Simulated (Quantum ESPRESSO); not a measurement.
# PbS (Cmcm) in Quantum ESPRESSO: convergence with wavefunction cutoff

Aim: find how far wavefunction cutoff must go before the results for PbS settle, at PBEsol. This setting moves, with any that are tied to it; all else stays.

Everything below comes from runs of Quantum ESPRESSO 7.5. Logs are shortened: lines on timing, memory, paths and dates and some standing lists are left out, and cuts for length are marked.

**1. The crystal as given**

The structure is orthorhombic, space group Cmcm (No. 63). Conventional cell: a = 4.160 Å, b = 11.983 Å, c = 4.279 Å, α = 90.00°, β = 90.00°, γ = 90.00°. Pb (site symmetry m2m) has 5 S at 2.69 to 2.99 Å as nearest neighbours. S (site symmetry m2m) has 5 Pb at 2.69 to 2.99 Å as nearest neighbours.

Measurements of this composition are mostly on another form, of space group No. 225.

**2. With wavefunction cutoff 18 Ry**

pw.in reads:

```
&CONTROL
  calculation = 'scf'
  prefix = 'pwscf'
  outdir = './tmp'
  pseudo_dir = './pseudo'
  tprnfor = .true.
  tstress = .true.
  disk_io = 'nowf'
/
&SYSTEM
  ibrav = 0
  nat = 4
  ntyp = 2
  ecutwfc = 18
  ecutrho = 360
  nbnd = 28
  occupations = 'smearing'
  smearing = 'fd'
  degauss = 0.00999582
/
&ELECTRONS
  conv_thr = 8d-10
  electron_maxstep = 120
  mixing_beta = 0.5
/
ATOMIC_SPECIES
Pb   207.2000 pb_pbesol_v1.uspp.F.UPF
S     32.0600 s_pbesol_v1.4.uspp.F.UPF
CELL_PARAMETERS angstrom
   2.0799526950   -5.9912968650    0.0000000000
   2.0799526950    5.9912968650    0.0000000000
   0.0000000000    0.0000000000    4.2793209400
ATOMIC_POSITIONS crystal
Pb     0.1305633500    0.8694366500    0.2500000000
Pb     0.8694366500    0.1305633500    0.7500000000
S      0.3547970900    0.6452029100    0.2500000000
S      0.6452029100    0.3547970900    0.7500000000
K_POINTS automatic
6 6 5 0 0 0
```

Potentials or basis: GBRV 1.5 PBEsol.

Started as:

```console
OMP_NUM_THREADS=1 pw.x -in pw.in > pw.out
```

pw.out:

```text
This program is part of the open-source Quantum ESPRESSO suite
     for quantum simulation of materials; please cite
[... 6 lines left out ...]
     using ibrav=0 with symmetry is DISCOURAGED, use correct ibrav instead

     G-vector sticks info
     --------------------
     sticks:   dense  smooth     PW     G-vecs:    dense   smooth      PW
     Sum        2551     513    189                83019     7457    1637

     Using Slab Decomposition

     bravais-lattice index     =            0
     lattice parameter (alat)  =      11.9848  a.u.
     unit-cell volume          =     719.7402 (a.u.)^3
     number of atoms/cell      =            4
     number of atomic types    =            2
     number of electrons       =        40.00
     number of Kohn-Sham states=           28
     kinetic-energy cutoff     =      18.0000  Ry
     charge density cutoff     =     360.0000  Ry
     scf convergence threshold =      8.0E-10
     mixing beta               =       0.5000
     number of iterations used =            8  plain     mixing
     Exchange-correlation= SLA  PW   PSX  PSC
                           (   1   4  10   8   0   0   0)

     celldm(1)=  11.984774  celldm(2)=   0.000000  celldm(3)=   0.000000
     celldm(4)=   0.000000  celldm(5)=   0.000000  celldm(6)=   0.000000

     crystal axes: (cart. coord. in units of alat)
               a(1) = (   0.327961  -0.944691   0.000000 )
               a(2) = (   0.327961   0.944691   0.000000 )
               a(3) = (   0.000000   0.000000   0.674752 )

     reciprocal axes: (cart. coord. in units 2 pi/alat)
               b(1) = (  1.524571 -0.529273  0.000000 )
               b(2) = (  1.524571  0.529273 -0.000000 )
               b(3) = ( -0.000000  0.000000  1.482027 )

     PseudoPot. # 1 for Pb read from file:
     pb_pbesol_v1.uspp.F.UPF
     Pseudo is Ultrasoft + core correction, Zval = 14.0
     Generated by new atomic code, or converted to UPF format
     Using radial grid of  899 points,  6 beta functions with:
                l(1) =   0
                l(2) =   0
                l(3) =   1
                l(4) =   1
                l(5) =   2
                l(6) =   2
     Q(r) pseudized with  6 coefficients,  rinner =    1.000   1.000   1.000
                                                       1.000   1.000

     PseudoPot. # 2 for S  read from file:
     s_pbesol_v1.4.uspp.F.UPF
     Pseudo is Ultrasoft + core correction, Zval =  6.0
     Generated by new atomic code, or converted to UPF format
     Using radial grid of  907 points,  6 beta functions with:
                l(1) =   0
                l(2) =   0
                l(3) =   1
                l(4) =   1
                l(5) =   2
                l(6) =   2
     Q(r) pseudized with  8 coefficients,  rinner =    1.300   1.300   1.300
                                                       1.300   1.300

     atomic species   valence    mass     pseudopotential
     Pb               14.00   207.20000     Pb( 1.00)
     S                 6.00    32.06000     S ( 1.00)

      8 Sym. Ops., with inversion, found ( 4 have fractional translation)

   Cartesian axes

     site n.     atom                  positions (alat units)
         1        Pb     tau(   1) = (   0.3279612   0.6980071   0.1686879  )
         2        Pb     tau(   2) = (   0.3279612  -0.6980071   0.5060637  )
         3        S      tau(   3) = (   0.3279612   0.2743438   0.1686879  )
         4        S      tau(   4) = (   0.3279612  -0.2743438   0.5060637  )

     number of k points=    39  Fermi-Dirac smearing, width (Ry)=  0.0100
                       cart. coord. in units 2pi/alat
        k(    1) = (   0.0000000   0.0000000   0.0000000), wk =   0.0111111
        k(    2) = (   0.0000000   0.0000000   0.2964054), wk =   0.0222222
        k(    3) = (   0.0000000   0.0000000   0.5928108), wk =   0.0222222
        k(    4) = (   0.2540951   0.0882122   0.0000000), wk =   0.0444444
        k(    5) = (   0.2540951   0.0882122   0.2964054), wk =   0.0888889
        k(    6) = (   0.2540951   0.0882122   0.5928108), wk =   0.0888889
[... 31 lines left out ...]
        k(   38) = (  -1.5245705   0.0000000   0.2964054), wk =   0.0222222
        k(   39) = (  -1.5245705   0.0000000   0.5928108), wk =   0.0222222

     Dense  grid:    83019 G-vectors     FFT dimensions: (  75,  75,  50)

     Smooth grid:     7457 G-vectors     FFT dimensions: (  36,  36,  24)

     Check: negative core charge=   -0.000002

     Initial potential from superposition of free atoms

     starting charge      39.9957, renormalised to      40.0000

     negative rho (up, down):  3.193E-02 0.000E+00
     Starting wfcs are   26 randomized atomic wfcs +    2 random wfcs

     Self-consistent Calculation

     iteration #  1     ecut=    18.00 Ry     beta= 0.50
     Davidson diagonalization with overlap
     ethr =  1.00E-02,  avg # of iterations =  4.7

     Threshold (ethr) on eigenvalues was too large:
     Diagonalizing with lowered threshold

     Davidson diagonalization with overlap
     ethr =  6.35E-04,  avg # of iterations =  1.1

     negative rho (up, down):  2.962E-02 0.000E+00

     total energy              =    -375.62943915 Ry
     estimated scf accuracy    <       0.25118360 Ry

     iteration #  2     ecut=    18.00 Ry     beta= 0.50
     Davidson diagonalization with overlap
     ethr =  6.28E-04,  avg # of iterations =  2.1

     negative rho (up, down):  3.006E-02 0.000E+00

     total energy              =    -375.69809912 Ry
     estimated scf accuracy    <       0.05245697 Ry

     iteration #  3     ecut=    18.00 Ry     beta= 0.50
     Davidson diagonalization with overlap
     ethr =  1.31E-04,  avg # of iterations =  2.5
[... 51 lines left out ...]
     iteration #  9     ecut=    18.00 Ry     beta= 0.50
     Davidson diagonalization with overlap
     ethr =  3.42E-11,  avg # of iterations =  5.4

     negative rho (up, down):  2.965E-02 0.000E+00

     total energy              =    -375.70904593 Ry
     estimated scf accuracy    <          2.7E-09 Ry

     iteration # 10     ecut=    18.00 Ry     beta= 0.50
     Davidson diagonalization with overlap
     ethr =  6.83E-12,  avg # of iterations =  2.9

     negative rho (up, down):  2.965E-02 0.000E+00

     End of self-consistent calculation

          k = 0.0000 0.0000 0.0000 (   945 PWs)   bands (ev):

    -8.9287  -8.8541  -8.8460  -8.8409  -8.8119  -8.8000  -8.7982  -8.7691
    -8.7490  -8.7360  -5.3994  -3.5753   0.6893   1.6665   3.3128   4.6003
     5.1627   5.8971   6.0803   7.0617  12.1517  12.1619  12.3800  13.0754
    13.3044  13.3221  13.6001  14.4399

          k = 0.0000 0.0000 0.2964 (   921 PWs)   bands (ev):

    -8.8891  -8.8338  -8.8111  -8.7923  -8.7800  -8.7787  -8.7718  -8.7564
    -8.7201  -8.7163  -5.1693  -3.5850   0.1536   1.1414   3.5539   5.1591
     5.4525   6.1345   6.5658   6.8208  11.2722  11.4381  11.4511  12.3850
    12.4196  12.7528  13.6911  15.3700

          k = 0.0000 0.0000 0.5928 (   915 PWs)   bands (ev):

    -8.8514  -8.8302  -8.8040  -8.7925  -8.7921  -8.7697  -8.7575  -8.7376
    -8.7175  -8.7130  -4.5554  -3.8686  -0.3073   0.1810   4.3035   5.2563
     6.1471   6.5097   7.0079   7.4013   9.5355   9.7499  10.2999  10.7537
    12.4686  12.5374  15.9228  16.7610
[... 241 lines left out ...]
    -8.9383  -8.8411  -8.8303  -8.7923  -8.7908  -8.7879  -8.7835  -8.7622
    -8.7599  -8.7433  -4.9401  -3.9147  -0.3641   1.1048   5.1632   5.2976
     5.6632   6.4267   6.6410   7.0499   8.8734  10.0213  11.8127  12.2312
    12.7315  12.9993  14.0429  15.2763

          k =-1.5246 0.0000 0.5928 (   926 PWs)   bands (ev):

    -8.8962  -8.8593  -8.8004  -8.7855  -8.7810  -8.7802  -8.7542  -8.7511
    -8.7508  -8.7499  -4.4070  -3.9287  -0.7541  -0.1552   5.9428   6.1072
     6.1771   6.5634   6.8264   7.5463   8.7231   9.3892  10.6513  10.9902
    11.1955  11.5660  15.7741  16.1077

     the Fermi energy is     8.1637 ev

!    total energy              =    -375.70904593 Ry
     estimated scf accuracy    <          6.1E-11 Ry
     smearing contrib. (-TS)   =      -0.00022845 Ry
     internal energy E=F+TS    =    -375.70881748 Ry

     The total energy is F=E-TS. E is the sum of the following terms:
     one-electron contribution =     -79.13578441 Ry
     hartree contribution      =      64.94853201 Ry
     xc contribution           =    -142.55105084 Ry
     ewald contribution        =    -218.97051425 Ry

     convergence has been achieved in  10 iterations

     negative rho (up, down):  2.965E-02 0.000E+00

     Forces acting on atoms (cartesian axes, Ry/au):

     atom    1 type  1   force =     0.00000000   -0.00159286    0.00000000
     atom    2 type  1   force =     0.00000000    0.00159286    0.00000000
     atom    3 type  2   force =    -0.00000000   -0.00056569    0.00000000
     atom    4 type  2   force =     0.00000000    0.00056569    0.00000000

     Total force =     0.002390     Total SCF correction =     0.000017

     Computing stress (Cartesian axis) and pressure

     negative rho (up, down):  2.965E-02 0.000E+00
          total   stress  (Ry/bohr**3)                   (kbar)     P=     -332.70
  -0.00227391   0.00000000   0.00000000         -334.50        0.00        0.00
   0.00000000  -0.00223653   0.00000000            0.00     -329.00        0.00
   0.00000000   0.00000000  -0.00227456            0.00        0.00     -334.60

=------------------------------------------------------------------------------=
   JOB DONE.
=------------------------------------------------------------------------------=
```

Wall time 48 s (1 thread of Arm Neoverse V1, shared host); peak memory 0.34 GiB.

Results:

| Property | Result |
| --- | --- |
| Free energy | -5111.7820 eV |
| Pressure | -33.3 GPa |
| Largest force | 0.041 eV/Å |
| Band gap on the k mesh | 1.10 eV, indirect (least direct gap 1.18 eV) |

**3. With wavefunction cutoff 22 Ry**

Changes to pw.in since step 2:

```diff
@@ -13,3 +13,3 @@
   ntyp = 2
-  ecutwfc = 18
+  ecutwfc = 22
   ecutrho = 360
```

Potentials or basis: GBRV 1.5 PBEsol.

Started as:

```console
OMP_NUM_THREADS=1 pw.x -in pw.in > pw.out
```

It took 63 s on 1 thread of Arm Neoverse V1, shared host; peak memory 0.34 GiB.

Results:

```yaml
Free_energy: -5114.7233 eV
Pressure: -6.3 GPa
Largest_force: 0.040 eV/Å
Band_gap_on_the_k_mesh: 1.09 eV, indirect (least direct gap 1.16 eV)
```

**4. With wavefunction cutoff 27 Ry**

Changes to pw.in since step 3:

```diff
@@ -13,3 +13,3 @@
   ntyp = 2
-  ecutwfc = 22
+  ecutwfc = 27
   ecutrho = 360
```

Started as:

```console
OMP_NUM_THREADS=1 pw.x -in pw.in > pw.out
```

Run time: 72 s. Hardware: 1 thread of Arm Neoverse V1, shared host; peak memory 0.35 GiB.

Results:

```yaml
Free_energy: -5115.0013 eV
Pressure: -2.1 GPa
Largest_force: 0.045 eV/Å
Band_gap_on_the_k_mesh: 1.08 eV, indirect (least direct gap 1.15 eV)
```

**5. With wavefunction cutoff 31 Ry**

Changes to pw.in since step 4:

```diff
@@ -13,3 +13,3 @@
   ntyp = 2
-  ecutwfc = 27
+  ecutwfc = 31
   ecutrho = 360
```

Started as:

```console
OMP_NUM_THREADS=1 pw.x -in pw.in > pw.out
```

Wall time 1.7 min (1 thread of Arm Neoverse V1, shared host); peak memory 0.36 GiB.

What came out:

- Free energy: -5115.0138 eV
- Pressure: -2.1 GPa
- Largest force: 0.043 eV/Å
- Band gap on the k mesh: 1.08 eV, indirect (least direct gap 1.15 eV)

**6. With wavefunction cutoff 36 Ry**

Changes to pw.in since step 5:

```diff
@@ -13,3 +13,3 @@
   ntyp = 2
-  ecutwfc = 31
+  ecutwfc = 36
   ecutrho = 360
```

Potentials or basis: GBRV 1.5 PBEsol.

Started as:

```console
OMP_NUM_THREADS=1 pw.x -in pw.in > pw.out
```

Run time: 99 s. Hardware: 1 thread of Arm Neoverse V1, shared host; peak memory 0.37 GiB.

The run converged. Its results:

- Free energy: -5115.0210 eV
- Pressure: -2.0 GPa
- Largest force: 0.045 eV/Å
- Band gap on the k mesh: 1.08 eV, indirect (least direct gap 1.15 eV)

**7. With wavefunction cutoff 40 Ry**

Changes to pw.in since step 6:

```diff
@@ -13,3 +13,3 @@
   ntyp = 2
-  ecutwfc = 36
+  ecutwfc = 40
   ecutrho = 360
```

Started as:

```console
OMP_NUM_THREADS=1 pw.x -in pw.in > pw.out
```

Run time: 2.3 min. Hardware: 1 thread of Arm Neoverse V1, shared host; peak memory 0.38 GiB.

The run converged. Its results:

| Quantity | Value |
| --- | --- |
| Free energy | -5115.0218 eV |
| Pressure | -2.0 GPa |
| Largest force | 0.045 eV/Å |
| Band gap on the k mesh | 1.08 eV, indirect (least direct gap 1.15 eV) |

**8. With wavefunction cutoff 45 Ry**

Changes to pw.in since step 7:

```diff
@@ -13,3 +13,3 @@
   ntyp = 2
-  ecutwfc = 40
+  ecutwfc = 45
   ecutrho = 360
```

Started as:

```console
OMP_NUM_THREADS=1 pw.x -in pw.in > pw.out
```

It took 2.9 min on 1 thread of Arm Neoverse V1, shared host; peak memory 0.39 GiB.

It converged, with:

```
Free energy            : -5115.0267 eV
Pressure               : -2.0 GPa
Largest force          : 0.045 eV/Å
Band gap on the k mesh : 1.08 eV, indirect (least direct gap 1.15 eV)
```

**9. With wavefunction cutoff 54 Ry**

Changes to pw.in since step 8:

```diff
@@ -13,4 +13,4 @@
   ntyp = 2
-  ecutwfc = 45
-  ecutrho = 360
+  ecutwfc = 54
+  ecutrho = 432
   nbnd = 28
```

Potentials or basis: GBRV 1.5 PBEsol.

Started as:

```console
OMP_NUM_THREADS=1 pw.x -in pw.in > pw.out
```

Wall time 2.8 min (1 thread of Arm Neoverse V1, shared host); peak memory 0.5 GiB.

Results (log left out):

| Item | Value |
| --- | --- |
| Free energy | -5115.0332 eV |
| Pressure | -2.0 GPa |
| Largest force | 0.043 eV/Å |
| Band gap on the k mesh | 1.08 eV, indirect (least direct gap 1.15 eV) |

**10. With wavefunction cutoff 68 Ry**

Changes to pw.in since step 9:

```diff
@@ -13,4 +13,4 @@
   ntyp = 2
-  ecutwfc = 54
-  ecutrho = 432
+  ecutwfc = 68
+  ecutrho = 544
   nbnd = 28
```

Started as:

```console
OMP_NUM_THREADS=1 pw.x -in pw.in > pw.out
```

Run time: 4.5 min. Hardware: 1 thread of Arm Neoverse V1, shared host; peak memory 0.7 GiB.

The run converged. Its results:

```yaml
Free_energy: -5115.0385 eV
Pressure: -2.0 GPa
Largest_force: 0.045 eV/Å
Band_gap_on_the_k_mesh: 1.08 eV, indirect (least direct gap 1.15 eV)
```

**11. The series at a glance**

| wavefunction cutoff | energy less the tightest run, at zero smearing (meV/atom) | pressure (GPa) | largest force (eV/Å) | gap on the mesh (eV) | SCF cycles | CPU time (s) | peak memory (GiB) |
| --- | --- | --- | --- | --- | --- | --- | --- |
| 18 Ry | 814.10 | -33.27 | 0.041 | 1.102 | 10 | 48 | 0.34 |
| 22 Ry | 78.78 | -6.30 | 0.040 | 1.089 | 11 | 63 | 0.34 |
| 27 Ry | 9.29 | -2.11 | 0.045 | 1.084 | 11 | 72 | 0.35 |
| 31 Ry | 6.18 | -2.06 | 0.043 | 1.084 | 13 | 100 | 0.36 |
| 36 Ry | 4.37 | -1.99 | 0.045 | 1.083 | 11 | 99 | 0.37 |
| 40 Ry | 4.17 | -2.00 | 0.045 | 1.083 | 12 | 140 | 0.38 |
| 45 Ry | 2.94 | -2.04 | 0.045 | 1.083 | 12 | 170 | 0.39 |
| 54 Ry | 1.31 | -1.99 | 0.043 | 1.083 | 10 | 170 | 0.5 |
| 68 Ry | 0.00 | -2.03 | 0.045 | 1.083 | 12 | 270 | 0.7 |

Against the tightest run, the pressure stays within 0.1 GPa from 27 Ry on; the largest force stays within 0.005 eV/Å from 18 Ry on; the gap on the mesh stays within 0.01 eV from 22 Ry on. Not settled before the last step: the energy (to 1 meV/atom). The tightest run that finished is the yardstick and may itself not be fully converged.

Caveats: spin-orbit coupling is left out, which as a rule narrows the gap of such compounds by several tenths of an eV; an odd mesh through Γ misses points on the zone boundary, where band edges often lie.
